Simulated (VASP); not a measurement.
# K in VASP: a series of runs

Runs on K. Level: PBE. Tasks: work function.

All numbers are computed with VASP 6.6.1; they aren't measurements. Logs are shortened: lines on timing, memory, paths and dates and some standing lists are left out, and cuts for length are marked.

## Step 1: Starting point

The cell holds a slab with vacuum, 3 atoms: a = 4.725 Å, b = 4.725 Å, c = 22.812 Å, α = 90.00°, β = 90.00°, γ = 117.88°.

The slab is cut from a database's or a generator's crystal, which needn't be the stable form of the element.

## Step 2: Work function, PBE

INCAR reads:

```
PREC     = Accurate       # precision mode
ENCUT    = 520            # plane-wave cutoff, eV
EDIFF    = 1E-6           # SCF threshold, eV
ISMEAR   = -1             # smearing method
SIGMA    = 0.05           # smearing width, eV
LREAL    = F              # projectors in reciprocal space
LASPH    = T              # aspherical terms in the spheres
NELM     = 60             # most SCF steps
ALGO     = Normal         # electronic algorithm
ISIF     = 2              # what is computed and relaxed
LWAVE    = F              # write WAVECAR
LCHARG   = F              # write CHGCAR
LDIPOL   = T            
IDIPOL   = 3            
DIPOL    = 0.5 0.5 0.500
GGA      = PE             # functional
EFIELD   = -0.1         
LVHAR    = T            
LVACPOTAV= T
```

KPOINTS reads:

```
Automatic mesh
0
Gamma
  7 7 1
```

POSCAR reads:

```
K
1.0
    4.7251254772      0.0000000000      0.0000000000
   -2.2093571875      4.1767872334      0.0000000000
    0.0000000000      0.0000000000     22.8117980100
K
3
Direct
    0.1793869800      0.8206130200      0.3287772405
    0.8206130200      0.1793869800      0.5000000000
    0.1793869800      0.8206130200      0.6712227595
```

Potentials or basis: VASP PAW PBE potentials, release 64 (K_sv).

The run is started by

```
cat potpaw_PBE.64/K_sv/POTCAR > POTCAR
mpirun -np 1 vasp_std > vasp.out
```

OUTCAR:

```text
PREC = Accurate
   ENCUT = 520
   EDIFF = 1E-6
   ISMEAR = -1
   LREAL = F
   LASPH = T
   NELM = 60
   ISIF = 2
   GGA = PE

 ion  position               nearest neighbor table
   1  0.179  0.821  0.329-
   2  0.821  0.179  0.500-
   3  0.179  0.821  0.671-

  LATTYP: Found a base centered orthorhombic cell.
 ALAT       =     4.8759247000
 B/A-ratio  =     1.6602432150
 C/A-ratio  =     4.6784557624

  Lattice vectors:

 A1 = (   4.7251254772,   0.0000000000,   0.0000000000)
 A2 = (  -2.2093571875,   4.1767872334,   0.0000000000)
 A3 = (   0.0000000000,   0.0000000000,  22.8117980100)

Analysis of symmetry for initial positions (statically):
=====================================================================
 Subroutine PRICEL returns:
 Original cell was already a primitive cell.

 Routine SETGRP: Setting up the symmetry group for a
 base centered orthorhombic supercell.

 Subroutine GETGRP returns: Found  4 space group operations
 (whereof  4 operations were pure point group operations)
 out of a pool of  8 trial point group operations.

The static configuration has the point symmetry C_2v.

Analysis of symmetry for dynamics (positions and initial velocities):
=====================================================================
 An external electric field (EFIELD) may reduce the allowed symmetry operations
 Subroutine PRICEL returns:
 Original cell was already a primitive cell.

 Routine SETGRP: Setting up the symmetry group for a
 base centered orthorhombic supercell.

 Subroutine GETGRP returns: Found  2 space group operations
 (whereof  2 operations were pure point group operations)
 out of a pool of  8 trial point group operations.

The dynamic configuration has the point symmetry C_1h.

 Subroutine INISYM returns: Found  2 space group operations
 (whereof  2 operations are pure point group operations),
 and found     1 'primitive' translations

----------------------------------------------------------------------------------------

                                     Primitive cell

  volume of cell :     450.2101

  direct lattice vectors                    reciprocal lattice vectors
     4.725125477  0.000000000  0.000000000     0.211634591  0.111946427  0.000000000
    -2.209357188  4.176787233  0.000000000     0.000000000  0.239418468  0.000000000
     0.000000000  0.000000000 22.811798010     0.000000000  0.000000000  0.043836965

  length of vectors
     4.725125477  4.725125477 22.811798010     0.239418468  0.239418468  0.043836965

  position of ions in fractional coordinates (direct lattice)
     0.179386980  0.820613020  0.328777241
     0.820613020  0.179386980  0.500000000
     0.179386980  0.820613020  0.671222759

  ion indices of the primitive-cell ions
   primitive index   ion index
                 1           1
                 2           2
                 3           3

----------------------------------------------------------------------------------------

 KPOINTS: Automatic mesh

Automatic generation of k-mesh.
 Grid dimensions read from file:
 generate k-points for:    7    7    1

 Generating k-lattice:

  Cartesian coordinates                     Fractional coordinates (reciprocal lattice)
     0.030233513  0.015992347  0.000000000     0.142857143  0.000000000  0.000000000
     0.000000000  0.034202638  0.000000000     0.000000000  0.142857143  0.000000000
     0.000000000  0.000000000  0.043836965     0.000000000  0.000000000  1.000000000

  Length of vectors
     0.034202638  0.034202638  0.043836965

  Shift w.r.t. Gamma in fractional coordinates (k-lattice)
     0.000000000  0.000000000  0.000000000

 Subroutine IBZKPT returns following result:
 ===========================================

 Found     16 irreducible k-points:

 Following reciprocal coordinates:
            Coordinates               Weight
  0.000000  0.000000  0.000000      1.000000
  0.142857  0.000000  0.000000      4.000000
  0.285714  0.000000  0.000000      4.000000
  0.428571  0.000000  0.000000      4.000000
  0.142857  0.142857  0.000000      2.000000
  0.285714  0.142857  0.000000      4.000000
[... 8 lines left out ...]
  0.428571  0.428571  0.000000      2.000000
 -0.428571  0.428571  0.000000      2.000000
   k-points           NKPTS =     16   k-points in BZ     NKDIM =     16   number of bands    NBANDS=     17
   number of dos      NEDOS =    301   number of ions     NIONS =      3
   total plane-waves  NPLWV = 233280
   dimension x,y,z NGX =    36 NGY =   36 NGZ =  180
   dimension x,y,z NGXF=    72 NGYF=   72 NGZF=  360
   ions per type =               3
   NGX,Y,Z   is equivalent  to a cutoff of  12.67, 12.67, 13.12 a.u.
   NGXF,Y,Z  is equivalent  to a cutoff of  25.33, 25.33, 26.24 a.u.
 SYSTEM =  unknown system
   PREC   = accura    normal or accurate (medium, high low for compatibility)
   ISTART =      0    job   : 0-new  1-cont  2-samecut
   ICHARG =      2    charge: 1-file 2-atom 10-const
   ISPIN  =      1    spin polarized calculation?
   LNONCOLLINEAR =      F non collinear calculations
   LSORBIT =      F    spin-orbit coupling
   LASPH  =      T    aspherical Exc in radial PAW
   ENCUT  =  520.0 eV  38.22 Ry    6.18 a.u.   8.79  8.79 42.41*2*pi/ulx,y,z
   NELM   =     60;   NELMIN=  2; NELMDL= -5     # of ELM steps
   EDIFF  = 0.1E-05   stopping-criterion for ELM
   LREAL  =      F    real-space projection
[... 7 lines left out ...]
   TEBEG  =    0.0;   TEEND  =   0.0 temperature during run
   PSTRESS=    0.0 pullay stress
   NELECT =      27.0000    total number of electrons
   NUPDOWN=      -1.0000    fix difference up-down
   EMIN   =  10.00;   EMAX   =-10.00  energy-range for DOS
   EFERMI =   0.00;   METHOD = LEGACY
   ISMEAR =    -1;   SIGMA  =   0.05  broadening in eV -4-tet -1-fermi 0-gaus
   EFERMI_NEDOS =   21; number of points for ismear=-14 and -15
   IALGO  =     38    algorithm
   IMIX   =      4    mixing-type and parameters
     AMIX     =   0.40;   BMIX     =  1.00
     AMIX_MAG =   1.60;   BMIX_MAG =  1.00
  volume/ion in A,a.u.               =     150.07      1012.72
  Fermi-wavevector in a.u.,A,eV,Ry     =   0.640803  1.210942  5.586935  0.410628
  Thomas-Fermi vector in A             =   1.706931
   LORBIT       =      0    0 simple, 1 ext, 2 COOP (PROOUT), +10 PAW based schemes
   GGA     = PE    functional components
[... 5 lines left out ...]
 non-spin polarized calculation
  energy-cutoff  :      520.00
  volume of cell :      450.21
 maximum number of plane-waves:     12152
   NGX = 17   NGY = 17   NGZ = 85

 number of electron      27.0000000 magnetization

 dipolmoment           0.000000      0.000000     -0.145668 electrons x Angstroem

 Free energy of the ion-electron system (eV)
  ---------------------------------------------------
  ext. energy  EPLUGINS =         0.00000000
  ---------------------------------------------------
  free energy    TOTEN  =        -2.90455506 eV

  energy without entropy =       -2.88196089  energy(sigma->0) =       -2.89325797

 E-fermi :  -1.2094     XC(G=0):  -3.4079

 val. band max:       -1.2280740142   @ k =  -0.4286   0.2857   0.0000
 cond. band min:      -1.1803137181   @ k =   0.1429   0.1429   0.0000
 fundamental gap:      0.0477602961
 Fermi energy:        -1.2093533084

 k-point     1 :       0.0000    0.0000    0.0000
  band No.  band energies     occupation
      1     -33.5332      2.00000
      2     -33.5202      2.00000
      3     -33.3844      2.00000
      4     -17.0296      2.00000
      5     -17.0167      2.00000
      6     -16.9827      2.00000
[... 9 lines left out ...]
     16      -0.6321      0.00002
     17       0.0768      0.00000

 k-point     2 :       0.1429    0.0000    0.0000
  band No.  band energies     occupation
      1     -33.5328      2.00000
      2     -33.5198      2.00000
      3     -33.3840      2.00000
      4     -17.0284      2.00000
      5     -17.0156      2.00000
      6     -16.9902      2.00000
[... 9 lines left out ...]
     16      -0.5025      0.00000
     17       0.2400      0.00000

 k-point     3 :       0.2857    0.0000    0.0000
  band No.  band energies     occupation
      1     -33.5320      2.00000
      2     -33.5190      2.00000
      3     -33.3833      2.00000
      4     -17.0259      2.00000
      5     -17.0131      2.00000
      6     -17.0080      2.00000
[... 9 lines left out ...]
     16      -0.1209      0.00000
     17       0.6265      0.00000

 k-point     4 :       0.4286    0.0000    0.0000
  band No.  band energies     occupation
      1     -33.5314      2.00000
      2     -33.5184      2.00000
      3     -33.3826      2.00000
      4     -17.0239      2.00000
      5     -17.0221      2.00000
      6     -17.0111      2.00000
[... 9 lines left out ...]
     16      -0.1625      0.00000
     17       0.0927      0.00000

 k-point     5 :       0.1429    0.1429    0.0000
  band No.  band energies     occupation
      1     -33.5323      2.00000
      2     -33.5193      2.00000
      3     -33.3835      2.00000
      4     -17.0267      2.00000
      5     -17.0139      2.00000
      6     -16.9996      2.00000
[... 9 lines left out ...]
     16      -0.2537      0.00000
     17       0.5292      0.00000

 k-point     6 :       0.2857    0.1429    0.0000
  band No.  band energies     occupation
      1     -33.5316      2.00000
      2     -33.5186      2.00000
      3     -33.3828      2.00000
      4     -17.0244      2.00000
      5     -17.0133      2.00000
      6     -17.0116      2.00000
[... 9 lines left out ...]
     16       0.2336      0.00000
     17       0.3704      0.00000
[... 121 lines left out ...]
 k-point    13 :      -0.4286    0.2857    0.0000
  band No.  band energies     occupation
      1     -33.5312      2.00000
      2     -33.5182      2.00000
      3     -33.3825      2.00000
      4     -17.0238      2.00000
      5     -17.0186      2.00000
      6     -17.0109      2.00000
[... 9 lines left out ...]
     16       0.2845      0.00000
     17       0.4921      0.00000

 k-point    14 :      -0.2857    0.2857    0.0000
  band No.  band energies     occupation
      1     -33.5318      2.00000
      2     -33.5188      2.00000
      3     -33.3830      2.00000
      4     -17.0254      2.00000
      5     -17.0126      2.00000
      6     -17.0099      2.00000
[... 9 lines left out ...]
     16      -0.0924      0.00000
     17       0.7019      0.00000

 k-point    15 :       0.4286    0.4286    0.0000
  band No.  band energies     occupation
      1     -33.5309      2.00000
      2     -33.5179      2.00000
      3     -33.3821      2.00000
      4     -17.0251      2.00000
      5     -17.0225      2.00000
      6     -17.0124      2.00000
[... 9 lines left out ...]
     16      -0.1642      0.00000
     17       0.4001      0.00000

 k-point    16 :      -0.4286    0.4286    0.0000
  band No.  band energies     occupation
      1     -33.5310      2.00000
      2     -33.5180      2.00000
      3     -33.3822      2.00000
      4     -17.0256      2.00000
      5     -17.0230      2.00000
      6     -17.0128      2.00000
[... 9 lines left out ...]
     16      -0.0740      0.00000
     17       0.2155      0.00000

------------------------ aborting loop because EDIFF is reached ----------------------------------------

  FORCE on cell =-STRESS in cart. coord.  units (eV):
  Direction    XX          YY          ZZ          XY          YZ          ZX
  --------------------------------------------------------------------------------------
  -------------------------------------------------------------------------------------
  Total       -0.2561783     -0.3274119     -0.2693367     -0.0673335      0.0000129     -0.0000215
  in kB       -0.9116701     -1.1651714     -0.9584975     -0.2396220      0.0000461     -0.0000765
  external PRESSURE =      -1.0117797 kB  Pullay stress =       0.0000000 kB

 VOLUME and BASIS-vectors are now :
 -----------------------------------------------------------------------------
  energy-cutoff  :      520.00
  volume of cell :      450.21
      direct lattice vectors                 reciprocal lattice vectors
     4.725125477  0.000000000  0.000000000     0.211634591  0.111946427  0.000000000
    -2.209357188  4.176787233  0.000000000     0.000000000  0.239418468  0.000000000
     0.000000000  0.000000000 22.811798010     0.000000000  0.000000000  0.043836965

 POSITION                                       TOTAL-FORCE (eV/Angst)
 -----------------------------------------------------------------------------------
     -0.96540      3.42753      7.50000        -0.000807      0.000486      0.029668
      3.48117      0.74926     11.40590         0.001619     -0.000975      0.001748
     -0.96540      3.42753     15.31180        -0.000812      0.000489     -0.031416
 -----------------------------------------------------------------------------------
    total drift:                               -0.000037      0.000022     -0.000101

  FREE ENERGIE OF THE ION-ELECTRON SYSTEM (eV)
  ---------------------------------------------------
  free  energy   TOTEN  =        -2.9045550603 eV

  energy  without entropy=       -2.8819608860  energy(sigma->0) =       -2.89325797
```

Wall time 5.8 min (1 thread of Intel Xeon Platinum 8259CL at 2.50GHz (Skylake/Cascade Lake), shared host); peak memory 0.54 GiB.

What came out:

```yaml
Free_energy: -2.9046 eV
Largest_force: 0.031 eV/Å
Band_gap_on_the_k_mesh: none (metal or under the smearing width)
```

Forces in eV/Å, atoms in the order of the input:
```
K   -0.001  0.000  0.030
K    0.002 -0.001  0.002
K   -0.001  0.000 -0.031
```

Levels at points of the mesh, in eV from the Fermi level:
| k point | band 11 | band 12 | band 13 | band 14 | band 15 | band 16 | band 17 |
| --- | --- | --- | --- | --- | --- | --- | --- |
| (0.00, 0.00, 0.00) | -15.64 | -15.63 | -1.92 | -1.38 | -0.52 | 0.58 | 1.29 |

[end of part 1 of 2]
